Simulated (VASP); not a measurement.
AlCu:

```xyz
2
Lattice="2.9975 0.0000 0.0000 0.0000 2.9975 0.0000 0.0000 0.0000 2.9975" Properties=species:S:1:pos:R:3 pbc="T T T"
Cu    1.4988    1.4988    1.4988
Al    0.0000    0.0000    0.0000
```

The cell comes from a database or a generator and needn't be the stable form of this composition.

Base run:

| Quantity | Value |
| --- | --- |
| Program | VASP 6.6.1 |
| Functional | PBEsol |
| Potentials or basis | VASP PAW PBE potentials, release 64 (Cu, Al) |
| Cutoff | 500 eV |
| k mesh | 9 × 9 × 9 |
| Occupations | gaussian, width 0.02 eV |
| Spin | no spin polarisation |

Its results: band gap on the k mesh none (metal or under the smearing width); pressure -4.4 GPa.

**Question.** The run is repeated on the same cell with these changes: further incar settings from ALGO = Fast; EDIFF = 1.00e-06; NBANDS = 14 to ALGO = Normal; EDIFF = 1e-07; NBANDS = 14. What comes out?

**Answer.** Band gap on the k mesh none (metal or under the smearing width); pressure -3.9 GPa.

Caveats: the PAW data sets were made with another functional, which shifts forces and pressure a little.
